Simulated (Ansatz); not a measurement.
CrO2, space group Pbcn, a conversion between chain and input file

Run with the Ansatz DFT code, driven from Python.

Input file `cro2.cif`:
```cif
data_CrO2
_cell_length_a 4.265939
_cell_length_b 5.369259
_cell_length_c 4.879699
_cell_angle_alpha 90.00000
_cell_angle_beta 90.00000
_cell_angle_gamma 90.00000
_symmetry_space_group_name_H-M 'P 1'
_symmetry_Int_Tables_number 1
loop_
_symmetry_equiv_pos_as_xyz
'x, y, z'
loop_
_atom_site_label
_atom_site_type_symbol
_atom_site_fract_x
_atom_site_fract_y
_atom_site_fract_z
Cr1 Cr    0.500000    0.354403    0.750000
Cr2 Cr    0.000000    0.145597    0.250000
Cr3 Cr    0.500000    0.645597    0.250000
Cr4 Cr    0.000000    0.854403    0.750000
O5 O    0.235429    0.117071    0.917082
O6 O    0.264571    0.382929    0.417082
O7 O    0.735429    0.382929    0.082918
O8 O    0.764571    0.117071    0.582918
O9 O    0.764571    0.882929    0.082918
O10 O    0.735429    0.617071    0.582918
O11 O    0.264571    0.617071    0.917082
O12 O    0.235429    0.882929    0.417082
```

Script `convert.py`:
```python
'''Chain to YAML and back, for CrO2.'''

from pathlib import Path

import ansatz as az
from ase.io import read

atoms = read('cro2.cif')
structure = az.Crystal.from_ase(atoms).moments(Cr=3.9)

model = (
    structure.calculation()
    .occupations(az.OccupationsMethod.METHFESSEL_PAXTON, width=0.1)
    .kpoints(5, 4, 5, center='gamma')
    .functional('lda')
    .spin('collinear')
)
Path('written.yaml').write_text(model.to_yaml())
back = az.Calculation.from_yaml('written.yaml')
print(back.to_python())
print('same input:', back.to_yaml() == model.to_yaml())
```

`python convert.py` gives:
```text
(
    az.Lattice.of(((4.265939, 0.0, 0.0), (0.0, 5.369259, 0.0), (0.0, 0.0, 4.879699)))
    .atom("Cr", (0.5, 0.354403, 0.75))
    .atom("Cr", (0.0, 0.145597, 0.25))
    .atom("Cr", (0.5, 0.645597, 0.25))
    .atom("Cr", (0.0, 0.854403, 0.75))
    .atom("O", (0.235429, 0.117071, 0.9170820000000001))
    .atom("O", (0.264571, 0.382929, 0.417082))
    .atom("O", (0.735429, 0.382929, 0.082918))
    .atom("O", (0.7645710000000001, 0.117071, 0.582918))
    .atom("O", (0.7645710000000001, 0.882929, 0.082918))
    .atom("O", (0.735429, 0.617071, 0.582918))
    .atom("O", (0.264571, 0.617071, 0.9170820000000001))
    .atom("O", (0.235429, 0.882929, 0.417082))
    .moments({"Cr": 3.9})
    .calculation()
    .kpoints(5, 4, 5, shift=(0.0, 0.0, 0.0))
    .functional("lda")
    .spin("collinear")
    .occupations(method="methfessel_paxton", width=0.1)
)

same input: True
```

File `written.yaml` afterwards:
```yaml
crystal:
  lattice:
    - [4.265939, 0.0, 0.0]
    - [0.0, 5.369259, 0.0]
    - [0.0, 0.0, 4.879699]
  atoms:
    - { symbol: Cr, position: [0.5, 0.354403, 0.75] }
    - { symbol: Cr, position: [0.0, 0.145597, 0.25] }
    - { symbol: Cr, position: [0.5, 0.645597, 0.25] }
    - { symbol: Cr, position: [0.0, 0.854403, 0.75] }
    - { symbol: O, position: [0.235429, 0.117071, 0.9170820000000001] }
    - { symbol: O, position: [0.264571, 0.382929, 0.417082] }
    - { symbol: O, position: [0.735429, 0.382929, 0.082918] }
    - { symbol: O, position: [0.7645710000000001, 0.117071, 0.582918] }
    - { symbol: O, position: [0.7645710000000001, 0.882929, 0.082918] }
    - { symbol: O, position: [0.735429, 0.617071, 0.582918] }
    - { symbol: O, position: [0.264571, 0.617071, 0.9170820000000001] }
    - { symbol: O, position: [0.235429, 0.882929, 0.417082] }
kpoints:
  mp_grid:
    grid: [5, 4, 5]
    shift: [0.0, 0.0, 0.0]
hamiltonian:
  xc: lda
magnetization:
  spin_polarized: true
  per_species:
    Cr: 3.9
scf:
  occupations:
    method: methfessel_paxton
    width: 0.1
```

The input is only written out: it wasn't run, and its settings aren't tested. The structure comes from a database and needn't be a stable phase.
